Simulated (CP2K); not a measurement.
Crystal: KTaO3.

```
Ta K O
1.0
     3.98830    0.00000    0.00000
     0.00000    3.98830    0.00000
     0.00000    0.00000    3.98830
Ta K O
1 1 3
Direct
  0.00000 0.00000 0.00000
  0.50000 0.50000 0.50000
  0.00000 0.00000 0.50000
  0.00000 0.50000 0.00000
  0.50000 0.00000 0.00000
```

Base run:

```yaml
Program: CP2K 2026.2
Functional: PBE
Potentials_or_basis: GTH_POTENTIALS Ta GTH-PBE-q13, K GTH-PBE-q9, O GTH-PBE-q6; DZVP-MOLOPT-SR-GTH basis
Density_cutoff: 8163 eV
k_mesh: 7 × 7 × 7
Occupations: fermi-dirac, width 0.05 eV
Spin: no spin polarisation
```

Its results: band gap on the k mesh 2.18 eV, indirect (least direct gap 2.89 eV); pressure 2.3 GPa.

**Question.** The run is repeated on the same cell with these changes: functional from PBE to LDA. What comes out?

**Answer.** Band gap on the k mesh 2.05 eV, indirect (least direct gap 2.77 eV); pressure -6.1 GPa.

LDA binds more tightly than PBE, so the same cell stands under less pressure.

Caveats: spin-orbit coupling is left out, which moves the levels of the heavy elements; the basis of atomic orbitals isn't converged, which shifts pressures, moduli and gaps; the potentials were made for another functional, which shifts forces and pressure (some runs).

A k mesh can miss the band edges.
